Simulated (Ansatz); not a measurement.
# TiB: further runs on the relaxed cell

The task here is to estimate one member of a computed series from the others.

Method: DFT PBEsol, scalar-relativistic, plane waves, PAW, in Ansatz 0.2.0.

2 further runs of the same task are left out: 2 set aside as unsound or not needed.

**The system as given**

Symmetry: F-43m, No. 216, cubic system. Conventional cell: a = 4.907 Å, b = 4.907 Å, c = 4.907 Å, α = 90.00°, β = 90.00°, γ = 90.00°. Ti (site symmetry -43m) is surrounded by 4 B at 2.12 Å. Around B (site symmetry -43m) lie 4 Ti at 2.12 Å.

As a file:

```
CELL_PARAMETERS angstrom
0.00000 2.45334 2.45334
2.45334 0.00000 2.45334
2.45334 2.45334 0.00000
ATOMIC_POSITIONS crystal
Ti 0.75000 0.75000 0.75000
B 0.00000 0.00000 0.00000
```

It is the result of an earlier relaxation at this level (volume 14.77 Å³/atom; gap on the mesh: none (metal)).

Set-up of the first run:

File input.yaml:

```yaml
crystal:
  lattice:
    - [0.0, 2.4533420114, 2.4533420114]
    - [2.4533420114, 0.0, 2.4533420114]
    - [2.4533420114, 2.4533420114, 0.0]
  atoms:
    - { symbol: Ti, position: [0.75, 0.75, 0.75] }
    - { symbol: B, position: [0.0, 0.0, 0.0] }
basis:
  ecutwfc: 420
kpoints:
  mp_grid: { grid: [14, 14, 14] }
  band_path:
    path:
      - [[0.0, 0.0, 0.0], [-0.5, -0.5, 0.0], [-0.375, -0.375, 0.25]]
      - [[-0.375, 0.0, 0.375], [0.0, 0.0, 0.0], [0.0, 0.0, 0.5], [-0.5, -0.25, 0.25], [-0.5, -0.5, 0.0]]
    npoints: 14
hamiltonian:
  xc: pbesol
scf:
  occupations: { method: gaussian, width: 0.1 }
  n_extra_bands: 6
output:
  forces: true
  stress: true
  eigenvalues: true
  populations: true
  dos: { projected: true, de: 0.02, nscf_kmesh: { grid: [21, 21, 21] } }
  bader: true
```

Run with:

```
$ ansatz run input.yaml --threads 1 --pin off --max-ram 2560MiB --backend cpu --events-out ev --progress --plain --runs-dir out
```

Steps of the session up to this table: Bands, states and charges; Point at V/V0 = 0.97; The cell scaled to 1.03 of its volume; The cell scaled to 0.94 of its volume; Point at V/V0 = 1.06.

One table of the session follows, with a row left open; its other results are not shown here.

It belongs to the step «Energy against volume». 

```
volume (Å³/atom)  energy above the lowest point (meV/atom)  pressure (GPa)
          13.880                                      19.7            7.49
          14.323                                       4.7            3.49
          14.766                                       0.0            0.02
          15.209                                         ?               ?
          15.652                                      16.4           -5.64
```

**Question.** Estimate the row for volume (Å³/atom) = 15.209.

Worked estimate for «energy above the lowest point (meV/atom)». A straight line through the neighbours (14.766, 0.0) and (15.652, 16.4) gives 0.0 + (16.4 − 0.0) × (15.209 − 14.766) / (15.652 − 14.766) = 8.2; a parabola fitted to 3 rows on both sides gives 3.9.

The run gave: energy above the lowest point (meV/atom): 4.3; pressure (GPa): -3.00. In «energy above the lowest point (meV/atom)» the line misses by +3.9 and the parabola by -0.4.
